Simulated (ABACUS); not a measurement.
## Mo under changes of volume

One of the cells (15.892 Å³/atom); the others are scaled copies at fixed shape and fractional positions:

```
Mo
1.0
    -1.58381    1.58381    1.58381
     1.58381   -1.58381    1.58381
     1.58381    1.58381   -1.58381
Mo
1
Cartesian
  0.0000 0.0000 0.0000
```

```yaml
Program: ABACUS 3.10.1
Functional: PBEsol
Potentials_or_basis: PseudoDojo NC SR 0.4.1 PBEsol standard
Cutoff: 1102 eV
Density_cutoff: 4408 eV
Basis: plane waves
k_mesh: 12 × 12 × 12
Occupations: fermi-dirac, width 0.05 eV
Spin: no spin polarisation
```

| volume (Å³/atom) | energy over the lowest point (meV/atom) | pressure (GPa) |
| --- | --- | --- |
| 14.938 | 9.11 | 7.9 |
| 15.256 | 0.00 | 1.5 |
| 15.574 | 2.86 | -4.2 |
| 15.892 | 16.43 | -9.4 |
| 16.209 | ? | ? |
| 16.527 | 71.41 | -18.1 |
| 16.845 | 110.92 | -21.7 |

What does the run at 16.209 Å³/atom give?

Energy over the lowest point 39.62 meV/atom; pressure -14.0 GPa.

Worked out: A Birch-Murnaghan fit of order 3 (a polynomial in V^(-2/3)) to the other rows has its minimum at 15.33 Å³/atom with B0 = V·E''(V) = 283 GPa and B' = 4.3. It gives 39.58 meV/atom at 16.209 Å³/atom, against the run's 39.62, and -dE/dV = -13.9 GPa, against -14.0.

Energies are extrapolated to zero smearing.
